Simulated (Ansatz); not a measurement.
Here is an Ansatz 0.2.0 calculation.

Contents of input.yaml:

```yaml
crystal:
  lattice:
    - [-1.726539, 1.775547, 2.338342]
    - [1.726539, -1.775547, 2.338342]
    - [1.726539, 1.775547, -2.338342]
  atoms:
    - { symbol: Sn, position: [0.0, 0.0, 0.0] }
kpoints:
  mp_grid: { grid: [11, 11, 11] }
scf:
  occupations: { method: fermi_dirac, width: 0.05 }
hamiltonian:
  xc: blyp
  pseudopotentials: { kind: all_electron, lapw: { basis_error: 0.001 } }
output:
  forces: true
  stress: true
relax:
  f_tol: 0.005
  max_steps: 60
  cell: {}
```

Potentials or basis: all-electron LAPW, scalar-relativistic.

Command:

```console
$ ansatz run input.yaml --threads 1 --pin off --max-ram 3072MiB --backend cpu --events-out ev --progress --plain --runs-dir out
```

(1) Predict the relaxed cell.

(2) What does it give for the relaxed volume?

(3) What does it give for the space group after relaxing (to 0.05 Å)?

## Answers

(1) a = 3.520 Å, b = 3.520 Å, c = 3.520 Å, α = 119.95°, β = 119.95°, γ = 90.08°.

(2) 30.86 Å³/atom.

(3) Fm-3m (No. 225).
